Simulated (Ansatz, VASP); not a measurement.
# Re in VASP and in Ansatz

```
Re
1.0
     0.00000    1.93048    1.93048
     1.93048    0.00000    1.93048
     1.93048    1.93048    0.00000
Re
1
Direct
  0.00000 0.00000 0.00000
```

Alike in both runs: task single point; functional LDA; k mesh 18 × 18 × 18; occupations fermi-dirac, width 0.08 eV; no spin polarisation.

```csv
,VASP,Ansatz
version,VASP 6.6.1,Ansatz 0.2.0
potentials or method,"VASP PAW LDA potentials, release 64 (Re)","PAW with Ansatz's default frozen-core files, scalar-relativistic"
plane-wave cutoff (eV),520,420
valence electrons in the cell,7,15
```

|  | VASP | Ansatz | Ansatz less VASP |
| --- | --- | --- | --- |
| pressure (GPa) | 1.4 | 0.0 | -1.47 |

The two sets of potentials don't hold the same shells in valence. Ansatz warned: «optics_on_partly_filled_bands».

The runs have no spin-orbit coupling, so splittings on Re are missing.
